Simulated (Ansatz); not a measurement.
# KF: trigonal deformation path

These are results of Ansatz, DFT PBEsol, scalar-relativistic, plane waves, PAW, not measurements. Settings: plane waves to 420 eV, k-mesh 8×8×8 (Γ-centred), Gaussian smearing 0.05 eV. No spin polarisation. Energies are free energies at this smearing, counted from the undisturbed cell; pressure is positive in compression.

Reference structure (as given, not relaxed at this level; it stands at -2.5 GPa; this CsCl-type form isn't the usual structure):

```yaml
crystal:
  lattice:
    - [3.25895, 0.00000, 0.00000]
    - [0.00000, 3.25895, 0.00000]
    - [0.00000, 0.00000, 3.25895]
  atoms:
    - { symbol: K, position: [0.00000, 0.00000, 0.00000] }
    - { symbol: F, position: [0.50000, 0.50000, 0.50000] }
```

At fixed volume and fractional coordinates, lengths along (0.577, 0.577, 0.577) are scaled against those across it; ρ is that ratio over its starting value. At ρ = 2.000 the cell becomes cubic (Fm-3m), and there the slope of the energy vanishes by symmetry.

Question: Over the sampled range (0.500 to 2.000), is the undisturbed cell the lowest point?

Answer: No: the energy is lower at ρ = 2.000, -80.3 in ΔE (meV/atom).

Question: Does the gap on the k-mesh survive along the scan?

Answer: It is 6.11 eV at the start and reads zero at ρ = 0.500. Where the gap reads zero the k-mesh, chosen for the insulator, is on the coarse side.

The scan:

| ρ | ΔE (meV/atom) |
| --- | --- |
| 0.500 | 2620.2 |
| 0.600 | 814.5 |
| 0.710 | 194.5 |
| 0.850 | 17.8 |
| 0.930 | 1.9 |
| 1.000 | 0.0 |
| 1.080 | 0.1 |
| 1.200 | -4.2 |
| 1.410 | -26.3 |
| 1.700 | -63.2 |
| 2.000 | -80.3 |